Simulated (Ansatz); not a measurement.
By hand: formation energy of AlSb (zinc blende, F-43m) from the elements

Subject: the formation energy of AlSb (zinc blende, F-43m) from the elements. Reaction: Sb (R-3m) + Al (fcc) → AlSb (zinc blende). Negative: the products are lower in energy. The value is per atom of the solid.

AlSb (zinc blende, F-43m), 2 atoms in the cell. Conventional cell: a = 6.1492 Å, b = 6.1492 Å, c = 6.1492 Å, α = 90.00°, β = 90.00°, γ = 90.00°.

Method: Ansatz (an electronic-structure program), PAW, neutral cells at 0 K with nuclei at rest, on structures from PBE+D3(BJ). Ansatz runs with its PAW set soft_1. Other levels take these structures. The lattices are those relaxed with PBE+D3(BJ), so at other levels the solids can be strained, which adds to the spread. The runs are scalar-relativistic, without spin-orbit coupling.

Total energies of the cells in eV, at zero smearing width. They compare only within one column; the weights balance every element.

```tsv
cell	atoms	weight	r2SCAN+D4	RPBE
AlSb (zinc blende)	2	+2	-7040.38041	-7034.07317
Sb (R-3m)	2	−1	-12998.71442	-12986.48044
Al (fcc)	1	−2	-540.53695	-540.42941
```

r2SCAN+D4: 2 × (-7040.38041) − (-12998.71442) − 2 × (-540.53695) = -0.972 eV; dividing by 4 atoms gives -0.24 eV/atom.

RPBE: 2 × (-7034.07317) − (-12986.48044) − 2 × (-540.42941) = -0.807 eV; dividing by 4 atoms gives -0.20 eV/atom.

What follows from the r2SCAN+D4 value: A formula unit of AlSb has 2 atoms, so it forms with -0.2431 × 2 = -0.486 eV, or -46.9 kJ/mol at 96.485 kJ/mol per eV.
